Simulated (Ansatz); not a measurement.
**Yb in Ansatz: the effect of Hubbard term**

Yb:

```
Yb
1.0
    -2.15148    2.15148    2.15148
     2.15148   -2.15148    2.15148
     2.15148    2.15148   -2.15148
Yb
1
Direct
  0.00000 0.00000 0.00000
```

This isn't the form of Yb at room conditions, which is fcc.

Alike in all runs:

```yaml
Program: Ansatz 0.2.0
Task: density of states
Functional: PBEsol
Potentials_or_basis: all-electron LAPW, scalar-relativistic
Cutoff: 184 eV
Density_cutoff: 738 eV
Basis_error_allowed: 0.001 eV/atom
k_mesh: 9 × 9 × 9
Occupations: fermi-dirac, width 0.05 eV
Spin: collinear spin, ferromagnetic start
Starting_moments: "[1.0] μB"
```

Task: One run gave: pressure -2.4 GPa. Which Hubbard term did it use?
A. Yb f U = 8 eV
B. Yb f U = 4 eV
C. Yb f U = 6 eV
D. Yb f U = 2 eV

Result: D.

| Hubbard term | pressure (GPa) |
| --- | --- |
| Yb f U = 2 eV | -2.4 |
| Yb f U = 4 eV | -1.8 |
| Yb f U = 6 eV | -1.3 |
| Yb f U = 8 eV | -1.0 |

Caveats: the magnetic state may not be the lowest; an open f shell can end in a state above the lowest; U is the effective U less J, on atomic orbitals that reach past the spheres; spin-orbit coupling is left out, which moves the levels of the heavy elements.

Not every run made on this cell is shown here.
